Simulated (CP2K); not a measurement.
Runs of CP2K 2026.2 on Rh. It takes space group Fm-3m (No. 225, cubic). Conventional cell: a = 3.796 Å, b = 3.796 Å, c = 3.796 Å, α = 90.00°, β = 90.00°, γ = 90.00°. Rh (site symmetry m-3m) is surrounded by 12 Rh at 2.68 Å. 

```csv
task,level,smearing,EPS_DEFAULT,NGRIDS,points a segment of the path (NPOINTS),bands added on the path,CUTOFF of the grids,gap on the mesh (eV),pressure (GPa)
band structure,PBE,fermi-dirac 0.01 eV,1.0E-9,4,10,2,450 Ry,none,9.6
band structure,WC,fermi-dirac 0.05 eV,1.0E-9,4,8,4,675 Ry,none,(a)
single point,PBE,gaussian 0.05 eV,1.0E-10,4,-,-,450 Ry,none,9.6
band structure,PBE,fermi-dirac 0.05 eV,1.0E-9,4,8,4,675 Ry,none,9.7
```

Alike in all rows: potentials or basis POTENTIAL_UZH Rh GTH-PBE-q17; TZVP-MOLOPT-PBE-GTH basis; no spin polarisation; cell as given; k mesh 12 × 12 × 12.

Q: Fill in the values left out.

A: (a) 1.1.

Caveats: the basis of atomic orbitals isn't converged, which shifts pressures, moduli and gaps; the potentials were made for another functional, which shifts forces and pressure (some runs).

A k mesh can miss the band edges, and the runs leave out spin-orbit coupling on Rh.

A gap of «none» marks a metal or a gap under the smearing width.

Not every run made on this cell is shown here.
